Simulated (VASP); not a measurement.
# GaAs (F-43m) in VASP: further runs

The runs below take GaAs through equation of state, G0W0 quasiparticle levels, with r2SCAN, PBE.

Program: VASP 6.6.1. These are calculated values, not measurements. Logs are shortened: lines on timing, memory, paths and dates and some standing lists are left out, and cuts for length are marked.

**1. The structure**

The structure is cubic, space group F-43m (No. 216). The conventional cell has a = 5.654 Å, b = 5.654 Å, c = 5.654 Å, α = 90.00°, β = 90.00°, γ = 90.00°. As (site symmetry -43m) is surrounded by 4 Ga at 2.45 Å. Ga (site symmetry -43m) is surrounded by 4 As at 2.45 Å.

**2. Equation of state, r2SCAN**

Potentials or basis: VASP PAW PBE potentials, release 64 (As, Ga_d).

No new run: the results of the series are fitted here.

Results:

```
Equilibrium volume                      : 22.77 Å³/atom
Bulk modulus                            : 73 GPa
Pressure derivative of the bulk modulus : 4.5
```

Energy against volume, from the lowest point:
| volume (Å³/atom) | energy (meV/atom) |
| --- | --- |
| 21.234 | 26.46 |
| 21.686 | 12.52 |
| 22.138 | 3.88 |
| 22.590 | 0.00 |
| 23.041 | 0.38 |
| 23.493 | 4.58 |
| 23.945 | 12.18 |

Caveat: the PAW data sets were made with another functional, which shifts forces and pressure a little. Zero-point motion and thermal expansion aren't in these numbers.

**3. G0W0 quasiparticle levels, PBE**

Contents of POSCAR:

```
GaAs
1.0
    0.0000000000      2.8268500000      2.8268500000
    2.8268500000      0.0000000000      2.8268500000
    2.8268500000      2.8268500000      0.0000000000
As Ga
1 1
Direct
    0.7500000000      0.7500000000      0.7500000000
    0.0000000000      0.0000000000      0.0000000000
```

Contents of INCAR.step1:

```
SYSTEM = GaAs
PREC = Accurate
ENCUT = 450
EDIFF = 1E-8
ISMEAR = 0
SIGMA = 0.01
LREAL = .FALSE.
LASPH = .TRUE.
NELM = 60
ALGO = Fast
LWAVE = .TRUE.
LCHARG = .FALSE.
GGA = PE
```

Contents of INCAR.step2:

```
SYSTEM = GaAs
PREC = Accurate
ENCUT = 450
EDIFF = 1E-8
ISMEAR = 0
SIGMA = 0.01
LREAL = .FALSE.
LASPH = .TRUE.
NELM = 1
ALGO = Exact
LWAVE = .TRUE.
LCHARG = .FALSE.
GGA = PE
NBANDS = 280
LOPTICS = .TRUE.
ISTART = 1
```

Contents of INCAR.step3:

```
SYSTEM = GaAs
PREC = Accurate
ENCUT = 450
EDIFF = 1E-8
ISMEAR = 0
SIGMA = 0.01
LREAL = .FALSE.
LASPH = .TRUE.
ALGO = EVGW0
LWAVE = .FALSE.
LCHARG = .FALSE.
GGA = PE
NELMGW = 1
NBANDS = 280
ENCUTGW = 260
NOMEGA = 48
PRECFOCK = Fast
ISTART = 1
NBANDSGW = 17
```

Contents of KPOINTS:

```
Automatic mesh
0
G
  5 5 5
  0 0 0
```

Potentials or basis: VASP PAW PBE potentials, release 64 (As_GW, Ga_d_GW).

Run with:

```
$ cat potpaw_PBE.64/As_GW/POTCAR potpaw_PBE.64/Ga_d_GW/POTCAR > POTCAR
$ cp INCAR.step1 INCAR
$ mpirun -np 1 vasp_std > vasp.out
$ cp INCAR.step2 INCAR
$ mpirun -np 1 vasp_std > vasp.out
$ cp INCAR.step3 INCAR
$ mpirun -np 1 vasp_std > vasp.out
```

OUTCAR:

```text
SYSTEM = GaAs
   PREC = Accurate
   ENCUT = 450
   EDIFF = 1E-8
   ISMEAR = 0
   LREAL = .FALSE.
   LASPH = .TRUE.
   GGA = PE
   NELMGW = 1
   ENCUTGW = 260
   PRECFOCK = Fast
   ISTART = 1

 Found     10 irreducible k-points:

 Following reciprocal coordinates:
            Coordinates               Weight
  0.000000  0.000000  0.000000      1.000000
  0.200000  0.000000  0.000000      8.000000
  0.400000  0.000000  0.000000      8.000000
  0.200000  0.200000  0.000000      6.000000
  0.400000  0.200000  0.000000     24.000000
 -0.400000  0.200000  0.000000     24.000000
   k-points           NKPTS =     10   k-points in BZ     NKDIM =    125   number of bands    NBANDS=    280
   number of dos      NEDOS =    301   number of ions     NIONS =      2
   total plane-waves  NPLWV =  21952
   dimension x,y,z NGX =    28 NGY =   28 NGZ =   28
   dimension x,y,z NGXF=    56 NGYF=   56 NGZF=   56
   ions per type =               1   1
   NGX,Y,Z   is equivalent  to a cutoff of  11.64, 11.64, 11.64 a.u.
   NGXF,Y,Z  is equivalent  to a cutoff of  23.29, 23.29, 23.29 a.u.
 SYSTEM =  GaAs
   PREC   = accura    normal or accurate (medium, high low for compatibility)
   ISTART =      1    job   : 0-new  1-cont  2-samecut
   ICHARG =      0    charge: 1-file 2-atom 10-const
   ISPIN  =      1    spin polarized calculation?
   LNONCOLLINEAR =      F non collinear calculations
   LSORBIT =      F    spin-orbit coupling
   LASPH  =      T    aspherical Exc in radial PAW
   ENCUT  =  450.0 eV  33.07 Ry    5.75 a.u.   6.91  6.91  6.91*2*pi/ulx,y,z
   NELM   =     60;   NELMIN=  2; NELMDL=  0     # of ELM steps
   EDIFF  = 0.1E-07   stopping-criterion for ELM
   LREAL  =      F    real-space projection
   EDIFFG = 0.1E-06   stopping-criterion for IOM
   NSW    =      0    number of steps for IOM
   IBRION =     -1    ionic relax: 0-MD 1-quasi-New 2-CG
   NFREE  =      0    steps in history (QN), initial steepest desc. (CG)
   ISIF   =      0    stress and relaxation
   ISYM   =      3    0-nonsym 1-usesym 2-fastsym
   POTIM  = 0.5000    time-step for ionic-motion
   TEBEG  =    0.0;   TEEND  =   0.0 temperature during run
   PSTRESS=    0.0 pullay stress
   NELECT =      18.0000    total number of electrons
   NUPDOWN=      -1.0000    fix difference up-down
   EMIN   =  10.00;   EMAX   =-10.00  energy-range for DOS
   EFERMI =   0.00;   METHOD = LEGACY
   ISMEAR =     0;   SIGMA  =   0.01  broadening in eV -4-tet -1-fermi 0-gaus
   EFERMI_NEDOS =   21; number of points for ismear=-14 and -15
   IALGO  =     38    algorithm
   IMIX   =      4    mixing-type and parameters
     AMIX     =   0.40;   BMIX     =  1.00
     AMIX_MAG =   1.60;   BMIX_MAG =  1.00
  volume/ion in A,a.u.               =      22.59       152.44
  Fermi-wavevector in a.u.,A,eV,Ry     =   1.204628  2.276417 19.743799  1.451128
  Thomas-Fermi vector in A             =   2.340347
   LORBIT       =      0    0 simple, 1 ext, 2 COOP (PROOUT), +10 PAW based schemes
   GGA     = PE    functional components
   LHFCALC =     T    Hartree Fock is set to
   PRECFOCK=fast      Normal, Fast or Accurate (Low or Medium for compatibility)
   ENCUT4O =  -1.0   cutoff for four orbital integrals eV
   NKREDX  =     1    reduce k-point grid by
   NKREDY  =     1    reduce k-point grid by
   NKREDZ  =     1    reduce k-point grid by
   AEXX    =    1.0000 exact exchange contribution
   HFSCREEN=    0.0000 screening length (either q_TF or 0.3 A-1)
   HFSCREENC=   0.0000 screening length for correlation (either q_TF or 0.3 A-1)
   ENCUTFOCK=  -1.0 apply spherical cutoff to Coloumb kernel
   IVDW    =     0    specifies the selected vdW correction
   LEPSILON=     F    determine dielectric tensor
   LRPA    =     F    only Hartree local field effects (RPA)
   LRPAFORCE           =     F    calculate RPA forces
   ENCUTGW             = 260.0    cutoff for response function in eV
   ENCUTGWSOFT         = 208.0    soft cutoff for Coulomb kernel in GW response function in eV
   ENCUTLF             =  -1.0    cutoff for local field effects
   NELMGW              =     1    number of iterations in solving QP/BSE equation
   NELMHF              =     1    number of iterations in the inner HF iteration
   NKREDLFX            =     1    NKREDLFY  =   1   NKREDLFZ  =   1
 non-spin polarized calculation
 Gauss-broadening in eV      SIGMA  =   0.01
  energy-cutoff  :      450.00
  volume of cell :       45.18
 maximum number of plane-waves:       990
  NGX = 16; NGY = 16; NGZ = 16
   NGX = 13   NGY = 13   NGZ = 13
 maximum number of plane-waves:       444

 QP shifts <psi_nk| G(iteration)W_0 |psi_nk>: iteration 1
 for sc-GW calculations column KS-energies equals QP-energies in previous step
 and V_xc(KS)=  KS-energies - (<T + V_ion + V_H > + <T+V_H+V_ion>^1  + <V_x>^1)

 k-point   1 :       0.0000    0.0000    0.0000
  band No.  KS-energies  QP-energies   sigma(KS)   V_xc(KS)     V^pw_x(r,r')   Z            occupation Imag(sigma)

      1     -10.9603     -13.0021     -24.7742     -21.7095     -35.0355       0.6662       2.0000      -0.1390
      2     -10.9603     -13.0021     -24.7742     -21.7095     -35.0355       0.6662       2.0000      -0.1390
      3     -10.9603     -13.0021     -24.7742     -21.7095     -35.0355       0.6662       2.0000      -0.1390
      4     -10.8819     -12.9467     -24.9010     -21.8114     -35.1469       0.6683       2.0000      -0.1624
      5     -10.8819     -12.9467     -24.9010     -21.8114     -35.1469       0.6683       2.0000      -0.1624
      6      -8.8600      -9.3640     -11.9393     -11.1358     -18.1107       0.6273       2.0000       0.3941
[... 9 lines left out ...]
     16      13.9589      13.8358      -9.9811      -9.8164      -4.5059       0.7470       0.0000      -0.4623
     17      15.3996      15.1774      -8.0271      -7.7297      -2.2420       0.7473       0.0000      -0.5129
[... 88 lines left out ...]
      1     -11.0452     -13.0190     -24.3096     -21.3373     -34.4738       0.6641       2.0000      -0.1159
      2     -10.9357     -12.9852     -24.8234     -21.7511     -35.0871       0.6671       2.0000      -0.1436
      3     -10.9312     -12.9811     -24.8351     -21.7678     -35.1068       0.6683       2.0000      -0.1420
      4     -10.8842     -12.9435     -24.8909     -21.8056     -35.1423       0.6675       2.0000      -0.1610
      5     -10.8794     -12.9403     -24.9017     -21.8174     -35.1561       0.6682       2.0000      -0.1617
      6      -6.8313      -7.4014     -13.0460     -12.2035     -18.5641       0.6766       2.0000       0.2636
[... 9 lines left out ...]
     16      15.4586      15.2768      -8.3495      -8.1073      -2.5697       0.7505       0.0000      -0.5502
     17      18.0937      18.0716     -10.5232     -10.4933      -3.6084       0.7360       0.0000      -1.0362

 [... further k-points ...]
```

It took 24 min on 1 thread of Intel Xeon Platinum 8259CL at 2.50GHz (Skylake/Cascade Lake), shared host; peak memory 1.1 GiB.

These settings aren't checked as converged: the numbers below hold their error.

Results:

- Band gap on the k mesh, mean-field level: 0.51 eV, direct
- Quasiparticle gap: 1.35 eV
- Least direct quasiparticle gap: 1.35 eV

Caveat: the cutoff is under 1.25 times the usual one of these potentials, so pressure, stress and relaxed cells hold a basis-set (Pulay) error; bands, screening cutoff and mesh are small and nothing is extrapolated, so the quasiparticle values aren't converged.

**4. The reference run**

An earlier run on the cell as given: functional PBEsol; potentials or basis VASP PAW PBE potentials, release 64 (As, Ga_d); cutoff 520 eV; k mesh 8 × 8 × 8; occupations fermi-dirac, width 0.05 eV; no spin polarisation.

- Pressure: 0.3 GPa
- Band gap on the k mesh: 0.46 eV, direct
